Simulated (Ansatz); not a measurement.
Consider the ligand exchange at the Si–C bond: `N=C=C(F)[SiH3]` + `N=C(N)O` → `N/C(O)=N\[SiH3]` + `N=C=CF`.

Program: Ansatz. Geometries: PBE0-D4/def2-TZVP. ΔE: electronic, gas phase. CCSD(T)/CBS adds triple-zeta CCSD(T) − MP2 to the extrapolated MP2 energy (def2 sets, frozen cores). One conformer a species, not always the lowest.

`N=C=C(F)[SiH3]`:

```xyz
9

N     0.357   -2.343   -0.637
C     0.359   -1.309    0.007
C     0.446   -0.128    0.579
F     1.101   -0.022    1.768
Si   -0.309    1.401   -0.161
H    -0.426   -2.975   -0.468
H     0.740    2.420   -0.416
H    -1.322    1.977    0.759
H    -0.946    0.979   -1.432
```

`N=C(N)O`:

Cartesian coordinates in Å:
```
N 0.472 -1.174 0.533
C -0.023 -0.116 0.039
N 0.520 0.504 -1.047
O -1.138 0.552 0.436
H -0.084 -1.552 1.290
H 1.449 0.205 -1.283
H 0.311 1.479 -1.168
H -1.507 0.103 1.201
```

`N/C(O)=N\[SiH3]`:

Z-matrix (Å, degrees):
```
Si
N 1 1.705
H 1 1.503 2 113.2
H 1 1.487 2 110.7 3 -120.3
H 1 1.485 2 109.8 3 119.9
C 2 1.268 1 129.8 3 10.1
O 6 1.347 2 120.9 1 -179.9
N 6 1.355 2 128.9 1 1.7
H 7 0.965 6 105.1 2 -0.3
H 8 1.004 6 118.2 2 -12.5
H 8 1.004 6 118.8 2 -168.1
```

`N=C=CF`:

```xyz
6

N     0.045    1.608   -0.026
C     0.031    0.387   -0.051
C     0.088   -0.911   -0.209
F    -1.006   -1.625   -0.527
H    -0.151    2.022    0.887
H     0.995   -1.482   -0.074
```

```csv
species,CCSD(T)/CBS(def2) energy (Eh)
`N=C=C(F)[SiH3]`,-521.99767
`N=C(N)O`,-225.03467
`N/C(O)=N\[SiH3]`,-515.33949
`N=C=CF`,-231.71293
```

Q: Work out ΔE.

A: ΔE = (-515.33949) + (-231.71293) − (-521.99767) − (-225.03467) = -0.02008 Eh = -0.55 eV.

Largest T1 diagnostic among the species: 0.015.

In def2-TZVPP, CCSD(T) changes the Hartree–Fock value by +0.10 eV (the triples alone add +0.02 eV) and MP2 by +0.08 eV. From PBE to PBE0 (25 % exact exchange), in def2-TZVPP and without D4, ΔE moves by −0.05 eV.
